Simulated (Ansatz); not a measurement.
Runs of Ansatz 0.2.0 on MnO2. Symmetry: P-3m1, No. 164, trigonal system. Conventional cell: a = 2.857 Å, b = 2.857 Å, c = 4.601 Å, α = 90.00°, β = 90.00°, γ = 120.00°. Mn (site symmetry -3m) is surrounded by 6 O at 1.90 Å. Around O (site symmetry 3m) lie 3 Mn at 1.90 Å. Measurements of this composition are mostly on another form, of space group No. 136.

| task | level | cell | k mesh | cutoff (eV) | smearing | points for each segment of the path | mesh quality | gap on the mesh (eV) | pressure (GPa) | moment (μB) | relaxed volume (Å³/atom) | largest force (eV/Å) |
| --- | --- | --- | --- | --- | --- | --- | --- | --- | --- | --- | --- | --- |
| single point | PBEsol | as given | 11 × 11 × 6 | 420 | gaussian 0.1 eV | - | not flagged | 0.73 | -2.2 | 3.00 | - | 0.16 |
| band structure | LDA | as given | 11 × 11 × 6 | 420 | fermi-dirac 0.05 eV | 14 | not flagged | 0.44 | -8.9 | 3.00 | - | 0.55 |
| band structure | PBEsol | as given | 11 × 11 × 6 | 420 | fermi-dirac 0.05 eV | 14 | not flagged | 0.73 | -2.2 | 3.00 | - | 0.16 |
| relaxation of cell and atoms | PBEsol | relaxed | 11 × 11 × 6 | 420 | fermi-dirac 0.05 eV | - | not flagged | (b) | 0.0 | 3.00 | (c) | - |
| band structure | PBE0 | as given | 8 × 8 × 4 | 420 | fermi-dirac 0.05 eV | 4 | not flagged | 4.26 | - | 3.00 | - | 0.45 |
| relaxation of cell and atoms | PBE0 | relaxed | 6 × 6 × 4 | 420 | fermi-dirac 0.05 eV | - | coarse | 4.67 | - | 3.00 | 12.61 | - |
| relaxation of cell and atoms | LDA | relaxed | 11 × 11 × 6 | 420 | fermi-dirac 0.05 eV | - | not flagged | 0.25 | 0.0 | 3.00 | 10.01 | - |
| phonons | PBEsol | as given | 8 × 8 × 5 | 420 | gaussian 0.01 eV | - | not flagged | 0.73 | - | 3.00 | - | - |
| band structure | PBE0 | as given | 6 × 6 × 4 | 420 | fermi-dirac 0.05 eV | 4 | coarse | 4.29 | - | 3.00 | - | 0.45 |
| band structure | HSE06 | as given | 8 × 8 × 4 | 420 | fermi-dirac 0.05 eV | 4 | not flagged | 3.50 | - | 3.00 | - | 0.44 |
| relaxation of cell and atoms | BLYP+D4 | relaxed | 11 × 11 × 6 | 420 | fermi-dirac 0.05 eV | - | not flagged | 0.75 | 0.0 | 3.00 | (a) | - |

Alike in all rows: potentials or basis Ansatz PAW; spin collinear, ferromagnetic start.

Problem. Fill in the values left out.

Solution. (a) 10.47; (b) 0.77; (c) 11.75.

Caveats: some runs use coarse meshes; a cell with one magnetic atom can't hold antiferromagnetic order, which such compounds often take; the PAW data sets come from PBE, with cores solved anew for the run's functional, which leaves a small shift of forces and pressure; odd divisions of the mesh miss points on the zone boundary, where band edges often lie, so the gap on the mesh can be too wide (some runs); the plane-wave basis is chosen anew once the cell has moved, so the energies of steps on either side of that aren't comparable (some runs); the magnetic or orbital state may not be the lowest (some runs); the volume moved by over 15 % at a fixed basis, so the end points are rough (some runs); the potentials were made for another functional, which shifts forces and pressure (some runs).

A k mesh can miss the band edges.

Not every run made on this cell is shown here.
